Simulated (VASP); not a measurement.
# BaS (Fm-3m) in VASP: relaxation of cell and atoms with r2SCAN

Aim: the relaxation of cell and atoms of BaS with r2SCAN.

Everything below comes from runs of VASP 6.6.1. Logs are shortened: lines on timing, memory, paths and dates and some standing lists are left out, and cuts for length are marked.

### 1 The crystal as given

The structure is cubic, space group Fm-3m (No. 225). Conventional cell: a = 6.388 Å, b = 6.388 Å, c = 6.388 Å, α = 90.00°, β = 90.00°, γ = 90.00°. Around Ba (site symmetry m-3m) lie 6 S at 3.19 Å. Around S (site symmetry m-3m) lie 6 Ba at 3.19 Å.

### 2 Relaxation of cell and atoms, r2SCAN

Contents of INCAR:

```
PREC     = Accurate       # precision mode
ENCUT    = 600            # plane-wave cutoff, eV
EDIFF    = 1E-7           # SCF threshold, eV
ISMEAR   = 0              # smearing method
SIGMA    = 0.02           # smearing width, eV
LREAL    = F              # projectors in reciprocal space
LASPH    = T              # aspherical terms in the spheres
NELM     = 80             # most SCF steps
ALGO     = Normal         # electronic algorithm
ISIF     = 3              # what is computed and relaxed
LWAVE    = F              # write WAVECAR
LCHARG   = F              # write CHGCAR
METAGGA  = R2SCAN         # meta-GGA
LMIXTAU  = T            
IBRION   = 2              # ionic algorithm
NSW      = 80             # ionic steps
EDIFFG   = -0.004         # ionic threshold
```

Contents of KPOINTS:

```
Automatic mesh
0
Gamma
  8 8 8
```

Contents of POSCAR:

```
BaS
1.0
    0.0000000000      3.1937500000      3.1937500000
    3.1937500000      0.0000000000      3.1937500000
    3.1937500000      3.1937500000      0.0000000000
Ba S
1 1
Direct
    0.0000000000      0.0000000000      0.0000000000
    0.5000000000      0.5000000000      0.5000000000
```

Potentials or basis: VASP PAW PBE potentials, release 64 (Ba_sv, S).

Run with:

```sh
$ cat potpaw_PBE.64/Ba_sv/POTCAR potpaw_PBE.64/S/POTCAR > POTCAR
$ mpirun -np 1 vasp_std > vasp.out
```

OUTCAR:

```text
PREC = Accurate
   ENCUT = 600
   EDIFF = 1E-7
   ISMEAR = 0
   LREAL = F
   LASPH = T
   NELM = 80
   ISIF = 3
   METAGGA = R2SCAN
   IBRION = 2
   NSW = 80
   EDIFFG = -0.004

 ion  position               nearest neighbor table
   1  0.000  0.000  0.000-   2 3.19   2 3.19   2 3.19   2 3.19   2 3.19   2 3.19
   2  0.500  0.500  0.500-   1 3.19   1 3.19   1 3.19   1 3.19   1 3.19   1 3.19

  LATTYP: Found a face centered cubic cell.
 ALAT       =     6.3875000000

  Lattice vectors:

 A1 = (   0.0000000000,   3.1937500000,   3.1937500000)
 A2 = (   3.1937500000,   0.0000000000,   3.1937500000)
 A3 = (   3.1937500000,   3.1937500000,   0.0000000000)

Analysis of symmetry for initial positions (statically):
=====================================================================
 Subroutine PRICEL returns:
 Original cell was already a primitive cell.

 Routine SETGRP: Setting up the symmetry group for a
 face centered cubic supercell.

 Subroutine GETGRP returns: Found 48 space group operations
 (whereof 48 operations were pure point group operations)
 out of a pool of 48 trial point group operations.

The static configuration has the point symmetry O_h .

Analysis of symmetry for dynamics (positions and initial velocities):
=====================================================================
 Subroutine PRICEL returns:
 Original cell was already a primitive cell.

 Routine SETGRP: Setting up the symmetry group for a
 face centered cubic supercell.

 Subroutine GETGRP returns: Found 48 space group operations
 (whereof 48 operations were pure point group operations)
 out of a pool of 48 trial point group operations.

The dynamic configuration has the point symmetry O_h .

 Subroutine INISYM returns: Found 48 space group operations
 (whereof 48 operations are pure point group operations),
 and found     1 'primitive' translations

----------------------------------------------------------------------------------------

                                     Primitive cell

  volume of cell :      65.1527

  direct lattice vectors                    reciprocal lattice vectors
     0.000000000  3.193750000  3.193750000    -0.156555773  0.156555773  0.156555773
     3.193750000  0.000000000  3.193750000     0.156555773 -0.156555773  0.156555773
     3.193750000  3.193750000  0.000000000     0.156555773  0.156555773 -0.156555773

  length of vectors
     4.516644565  4.516644565  4.516644565     0.271162553  0.271162553  0.271162553

[... 103 lines left out ...]
  Thomas-Fermi vector in A             =   2.159016
   LORBIT       =      0    0 simple, 1 ext, 2 COOP (PROOUT), +10 PAW based schemes
   METAGGA = R2SCAN    functional components
   LHFCALC =     F    Hartree Fock is set to
   AEXX    =    0.0000 exact exchange contribution
   IVDW    =     0    specifies the selected vdW correction
   LEPSILON=     F    determine dielectric tensor
   LRPA    =     F    only Hartree local field effects (RPA)
 conjugate gradient relaxation of ions
 non-spin polarized calculation
 Gauss-broadening in eV      SIGMA  =   0.02
  energy-cutoff  :      600.00
  volume of cell :       65.15
 maximum number of plane-waves:      2200
   NGX = 17   NGY = 17   NGZ = 17

--------------------------------------- Ionic step        1  -------------------------------------------

 number of electron      16.0000001 magnetization

 Free energy of the ion-electron system (eV)
  ---------------------------------------------------
  ext. energy  EPLUGINS =         0.00000000
  ---------------------------------------------------
  free energy    TOTEN  =       -39.19871636 eV

  energy without entropy =      -39.19871636  energy(sigma->0) =      -39.19871636

------------------------ aborting loop because EDIFF is reached ----------------------------------------

  FORCE on cell =-STRESS in cart. coord.  units (eV):
  Direction    XX          YY          ZZ          XY          YZ          ZX
  --------------------------------------------------------------------------------------
  -------------------------------------------------------------------------------------
  Total        0.5758134      0.5758134      0.5758134      0.0000000     -0.0000000      0.0000000
  in kB       14.1598821     14.1598821     14.1598821      0.0000000     -0.0000000      0.0000000
  external PRESSURE =      14.1598821 kB  Pullay stress =       0.0000000 kB
[... 59 lines left out ...]
--------------------------------------- Ionic step        3  -------------------------------------------

 number of electron      16.0000001 magnetization

 Free energy of the ion-electron system (eV)
  ---------------------------------------------------
  ext. energy  EPLUGINS =         0.00000000
  ---------------------------------------------------
  free energy    TOTEN  =       -39.20721322 eV

  energy without entropy =      -39.20721322  energy(sigma->0) =      -39.20721322

 E-fermi :   1.1537     XC(G=0):  -8.9481

 val. band max:        1.0668813811   @ k =   0.0000   0.0000   0.0000
 cond. band min:       3.5781075703   @ k =   0.5000   0.5000   0.0000
 fundamental gap:      2.5112261891
 Fermi energy:         1.1536808413

 k-point     1 :       0.0000    0.0000    0.0000
  band No.  band energies     occupation
      1     -25.8430      2.00000
      2     -10.4795      2.00000
      3     -10.4795      2.00000
      4     -10.4795      2.00000
      5      -9.6849      2.00000
      6       1.0669      2.00000
      7       1.0669      2.00000
      8       1.0669      2.00000
      9       5.1339      0.00000
     10       5.3682      0.00000
     11       5.3682      0.00000
     12       5.3682      0.00000
[... 331 lines left out ...]
 k-point    24 :      -0.3750    0.2500    0.1250
  band No.  band energies     occupation
      1     -25.7965      2.00000
      2     -11.3650      2.00000
      3     -10.6526      2.00000
      4     -10.5724      2.00000
      5      -8.7746      2.00000
      6      -0.3541      2.00000
      7       0.2411      2.00000
      8       0.3071      2.00000
      9       6.1520      0.00000
     10       6.3297      0.00000
     11       8.1436      0.00000
     12       8.4058      0.00000

 [... further k-points ...]

------------------------ aborting loop because EDIFF is reached ----------------------------------------

  FORCE on cell =-STRESS in cart. coord.  units (eV):
  Direction    XX          YY          ZZ          XY          YZ          ZX
  --------------------------------------------------------------------------------------
  -------------------------------------------------------------------------------------
  Total        0.0012224      0.0012224      0.0012224      0.0000000      0.0000000      0.0000000
  in kB        0.0291760      0.0291760      0.0291760      0.0000000      0.0000000      0.0000000
  external PRESSURE =       0.0291760 kB  Pullay stress =       0.0000000 kB
[... 17 lines left out ...]
  FREE ENERGIE OF THE ION-ELECTRON SYSTEM (eV)
  ---------------------------------------------------
  free  energy   TOTEN  =       -39.2072132220 eV

  energy  without entropy=      -39.2072132220  energy(sigma->0) =      -39.20721322

 reached required accuracy - stopping structural energy minimisation
```

CONTCAR:

```text
BaS
   1.00000000000000
     0.0000000000000000    3.2257201261209580    3.2257201261209580
     3.2257201261209580    0.0000000000000000    3.2257201261209580
     3.2257201261209580    3.2257201261209580    0.0000000000000000
  Ba              S
     1     1
Direct
     0.0000000000000000    0.0000000000000000    0.0000000000000000
     0.5000000000000000    0.5000000000000000    0.5000000000000000

  0.00000000E+00  0.00000000E+00  0.00000000E+00
  0.00000000E+00  0.00000000E+00  0.00000000E+00
```

It took 2.6 min on 1 thread of Intel Xeon 6975P-C (Granite Rapids), shared host; peak memory 0.23 GiB.

Results:

- Free energy: -39.2072 eV
- Relaxed volume: 33.56 Å³/atom
- Relaxed cell: a = 4.562 Å, b = 4.562 Å, c = 4.562 Å, α = 60.00°, β = 60.00°, γ = 60.00°
- Space group after relaxing (to 0.05 Å): Fm-3m (No. 225)
- Energy gained by relaxing: 4.2 meV/atom
- Ionic steps: 3
- Pressure after relaxing: 0.0 GPa
- Band gap on the k mesh: 2.51 eV, indirect (least direct gap 2.66 eV)

Step by step:
```
step  energy change (eV)  largest force (eV/Å)  pressure (GPa)  volume (Å³)
   1              0.0000                0.0000            1.42        65.15
   2             -0.0073                0.0000           -0.49        67.91
   3             -0.0085                0.0000            0.00        67.13
```

Final structure:
```
Ba S
1.0
     0.00000    3.22572    3.22572
     3.22572    0.00000    3.22572
     3.22572    3.22572    0.00000
Ba S
1 1
Direct
  0.00000 0.00000 0.00000
  0.50000 0.50000 0.50000
```

Levels at points of the mesh, in eV from the valence-band top:
```
           k point  band 4  band 5  band 6  band 7  band 8  band 9  band 10  band 11  band 12
(0.00, 0.00, 0.00)  -11.55  -10.75    0.00    0.00    0.00    4.07     4.30     4.30     4.30
(0.50, 0.00, 0.00)  -11.58   -9.55   -1.85   -1.03   -1.03    5.93     6.04     6.74     6.74
(0.50, 0.50, 0.00)  -11.72  -10.66   -0.56   -0.15   -0.15    2.51     6.44     6.54     7.88
```

Caveat: the PAW data sets were made with another functional, which shifts forces and pressure a little; spin-orbit coupling is left out, which moves the levels of the heavy elements.
